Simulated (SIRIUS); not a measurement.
**Rb in SIRIUS: convergence with core states**

The system is Rb.

```
CELL_PARAMETERS angstrom
-2.95451 2.95451 2.73085
2.95451 -2.95451 2.73085
2.95451 2.95451 -2.73085
ATOMIC_POSITIONS crystal
Rb 0.00000 0.00000 0.00000
```

This isn't the form of Rb at room conditions, which is bcc.

- Program: SIRIUS 7.12.0
- Task: convergence study
- Functional: PBE
- Potentials or basis: all-electron FP-LAPW
- Cutoff: 149 eV
- Basis: apw+lo standard
- k mesh: 7 × 7 × 7
- Occupations: fermi-dirac, width 0.05 eV
- Spin: no spin polarisation

These are the settings of the first run; the series varies core states, with any setting tied to it.

Hardware: 1 thread of Arm Neoverse V1, with other jobs on the host.

| core states | energy less the tightest run, at zero smearing (meV/atom) | SCF cycles | CPU time (s) | peak memory (GiB) |
| --- | --- | --- | --- | --- |
| Rb 1s2s2p3s3p3d | -984.76 | 6 | 54 | 0.58 |
| Rb 1s2s2p3s3p | -931.40 | 7 | 67 | 0.58 |
| Rb 1s2s2p3s | 1.30 | 7 | 68 | 0.59 |
| Rb 1s2s2p | 0.00 | 7 | 66 | 0.59 |

Not settled before the last step: the energy (to 1 meV/atom). The tightest run that finished is the yardstick and may itself not be fully converged.

Caveat, for the tightest run too: total energies shift when a shell moves between core and valence, since the two are treated with different relativity.

The runs don't all hold the same shells in valence.
